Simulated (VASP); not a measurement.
BN: equation of state with PBE

BN:

```
N B
1.0
     2.50804    0.00000    0.00000
    -1.24671    2.17623    0.00000
    -0.63067   -1.08812    3.02254
N B
1 1
Direct
  0.66851 0.33238 0.98500
  0.97964 0.98350 0.00181
```

The cell comes from a database or a generator and needn't be the stable form of this composition.

```
Program                : VASP 6.6.1
Task                   : equation of state
Functional             : PBE
Potentials or basis    : VASP PAW PBE potentials, release 64 (N, B)
Cutoff                 : 520 eV
k mesh                 : 13 × 13 × 9
Occupations            : fermi-dirac, width 0.05 eV
Spin                   : no spin polarisation
Further INCAR settings : ALGO = Normal; EDIFF = 1e-07; NBANDS = 11
```

```json
{"Equilibrium volume": "8.41 Å³/atom", "Bulk modulus at fixed shape and positions": "257 GPa", "Pressure derivative of the bulk modulus": "3.6"}
```

Energy against volume, from the lowest point:
```
volume (Å³/atom)  energy (meV/atom)
           7.754              46.71
           7.919              25.42
           8.084              10.92
           8.249               2.62
           8.414               0.00
           8.579               2.55
           8.744               9.85
```

All runs of the series together: 9.8 min on 1 thread of Intel(R) Xeon(R) Platinum 8488C (Sapphire Rapids), on a shared host.

Caveat: the cell was scaled at fixed shape and fractional positions, which overstates the stiffness of a crystal with free parameters, most of all of layers and chains.
